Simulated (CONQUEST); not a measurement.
ZrC under changes of volume

One of the cells (13.493 Å³/atom); the others are scaled copies at fixed shape and fractional positions:

```xyz
4
Lattice="3.3668 0.0000 0.0000 0.0000 3.3668 0.0000 0.0000 0.0000 4.7613" Properties=species:S:1:pos:R:3 pbc="T T T"
Zr    0.0000    0.0000    2.3807
Zr    1.6834    1.6834    0.0000
C     0.0000    0.0000    0.0000
C     1.6834    1.6834    2.3807
```

```yaml
Program: CONQUEST 1.3
Functional: PBE
Potentials_or_basis: PseudoDojo NC PBE, DZP, grid of 32 × 32 × 48 points
k_mesh: 7 × 7 × 5
Occupations: fermi-dirac, width 0.05 eV
Spin: no spin polarisation
```

```tsv
volume (Å³/atom)	energy over the lowest point (meV/atom)	pressure (GPa)
12.434	28.20	13.9
12.699	10.04	8.0
13.228	0.00	-1.6
13.493	6.20	-5.7
13.757	?	?
14.022	36.16	-12.6
```

**Question.** What does the run at 13.757 Å³/atom give?

**Answer.** Energy over the lowest point 18.49 meV/atom; pressure -9.1 GPa.

Worked out: A Birch-Murnaghan fit of order 3 (a polynomial in V^(-2/3)) to the other rows has its minimum at 13.13 Å³/atom with B0 = V·E''(V) = 222 GPa and B' = 5.5. It gives 18.42 meV/atom at 13.757 Å³/atom, against the run's 18.49, and -dE/dV = -9.2 GPa, against -9.1.

Energies are extrapolated to zero smearing.

Caveats: the basis of atomic orbitals isn't converged, which shifts pressures, moduli and gaps; the real-space grid breaks the cell's symmetry a little.
